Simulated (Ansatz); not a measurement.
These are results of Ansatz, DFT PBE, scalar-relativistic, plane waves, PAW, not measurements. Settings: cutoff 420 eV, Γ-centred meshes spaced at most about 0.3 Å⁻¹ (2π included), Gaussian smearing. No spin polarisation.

Each guess is relaxed in cell and atoms at zero pressure, on a coarse mesh first where it starts far from rest and then on a converged one. The steps can't lower the symmetry of the start, but it can rise. Energies are static (0 K, no zero-point motion).

Two unrelaxed guesses for HfSi3O8:

A.

```
Hf Si O
1.0
     4.43672    0.00000    0.00000
     0.00000    4.43672    0.00000
     0.00000    0.00000    6.99694
Hf Si O
1 3 8
Direct
  0.50000 0.50000 0.50000
  0.00000 0.00000 0.00000
  0.50000 0.00000 0.75000
  0.00000 0.50000 0.25000
  0.37662 0.75000 0.62500
  0.87662 0.25000 0.12500
  0.75000 0.87662 0.87500
  0.25000 0.37662 0.37500
  0.62338 0.25000 0.62500
  0.12338 0.75000 0.12500
  0.25000 0.12338 0.87500
  0.75000 0.62338 0.37500
```

B.

```
Hf Si O
1.0
     4.60086    0.00000    0.00000
     0.00000    4.60086    0.00000
     0.00000    0.00000    6.50660
Hf Si O
1 3 8
Cartesian
  2.3004 2.3004 0.0000
  0.0000 0.0000 3.2533
  2.3004 0.0000 1.6266
  0.0000 2.3004 4.8800
  1.1502 0.0000 2.4400
  3.4506 2.3004 5.6933
  3.4506 0.0000 2.4400
  1.1502 2.3004 5.6933
  0.0000 3.4506 4.0666
  2.3004 1.1502 0.8133
  0.0000 1.1502 4.0666
  2.3004 3.4506 0.8133
```

Question: Do they relax into the same structure? If not, which is lower?

Answer: No. A ends lower, by 5 meV/atom. A: P-4 at 11.5 Å³/atom → P-4 at 18.7 Å³/atom; B: P-4m2 at 11.5 Å³/atom → P-4m2 at 20.1 Å³/atom. Counting O atoms around Hf and Si (those within 1.25 times the shortest such distance or 1.15 times the sum of covalent radii, 1.27 where that leaves under three), the end of A and the end of B both have Hf 4, Si 4. End of A. Conventional cell: a = 5.323 Å, c = 7.937 Å. Around Hf lie 4 O at 1.93 Å; Si on a site of symmetry -4 has 4 O at 1.64 Å; around O on its first site lie 1 Si at 1.62 Å and 1 Hf at 1.93 Å; 2 more sites not described. End of B. Conventional cell: a = 5.501 Å, c = 7.986 Å. Around Hf lie 4 O at 1.93 Å; Si on a site of symmetry 2mm is surrounded by 4 O at 1.62–1.63 Å; O on its first site is surrounded by 1 Si at 1.62 Å and 1 Hf at 1.93 Å; 2 more sites not described.

Shaken at random and relaxed again, the end of A came back. Shaken at random and relaxed again, the end of B falls into a cell with space group C2 (No. 5), 13 meV/atom lower, so it is a saddle point or a shallow minimum. Neither end is the lowest form computed: that has space group P1 (No. 1) and lies 9 meV/atom below the better end. Spin–orbit coupling, which can matter for Hf, is left out. Some types were kept out of the candidates beforehand, so the set may lack a known form.
